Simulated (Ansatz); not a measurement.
Clean, relaxed (110) surface of TiAl, space group P4/mmm (No. 123) (top face towards +c; atoms held fixed, by place in the list: 1, 2, 3, 4):

```xyz
8
Lattice="3.9530 0.0000 0.0000 0.0000 4.0387 0.0000 0.0000 0.0000 22.9294" Properties=species:S:1:pos:R:3 pbc="T T T"
Ti    1.9765    0.0000    8.5000
Al    0.0000    2.0194    8.5000
Ti    0.0000    0.0000   10.4765
Al    1.9765    2.0194   10.4765
Ti    1.9765    0.0000   12.4375
Al    0.0000    2.0194   12.4776
Ti    0.0000    0.0000   14.3478
Al    1.9765    2.0194   14.4099
```

The calculation used Ansatz 0.2.0, DFT PBEsol, scalar-relativistic, plane waves, PAW. Plane waves to 420 eV, a k mesh through Γ of 7×7×1 on the computed 8-atom cell and Gaussian smearing (0.10 eV); no spin polarisation. The cell repeats along c with a dipole correction in the vacuum.

K (atom) is adsorbed on the top face, one adsorbate per 16.0 Å², and relaxed from 3 starting sites (fractions of a and b). E_ads counts from the clean slab and the free adsorbate (spin-polarised where it has unpaired electrons); negative means bound. Heights count from the highest slab atom after relaxation. Δφ is the top face's. Δp counts per cell along +c. Bonded neighbours lie within 1.25 times the sum of covalent radii (1.35 for H) and, on that scale, within 12 % of the closest. With the adsorbate the cell is lengthened along c to keep the vacuum.

```tsv
start	ends at	E_ads (eV)	height (Å)	shortest contact	Δφ (eV)	Δp (e·Å)
top (Al) at (0.50, 0.50)	(0.50, 0.50), 1 bonded neighbour (Al)	-1.28	3.26	K–Al 3.29 Å	-1.59	+0.141
bridge (Ti-Al) at (0.25, 0.75)	(0.30, 0.61), 2 bonded neighbours (Al and Ti)	-1.29	3.23	K–Al 3.36 Å	-1.58	+0.140
top (Ti) at (0.00, 0.00)	(0.00, 0.00), 1 bonded neighbour (Ti)	-1.21	3.10	K–Ti 3.25 Å	-1.47	+0.130
```

Among the sites tried, the lowest end comes from the bridge (Ti-Al) at (0.25, 0.75) start; the top (Al) at (0.50, 0.50) start ended within 0.02 eV of it, though not always at the same place; other sites may lie lower.

Each end is the local minimum or symmetric point that its start leads to. The slab is only 5.9 Å thick, so the energies aren't converged with thickness.

The adsorbed runs have no spin polarisation, so weakly bound open-shell ends lie too high.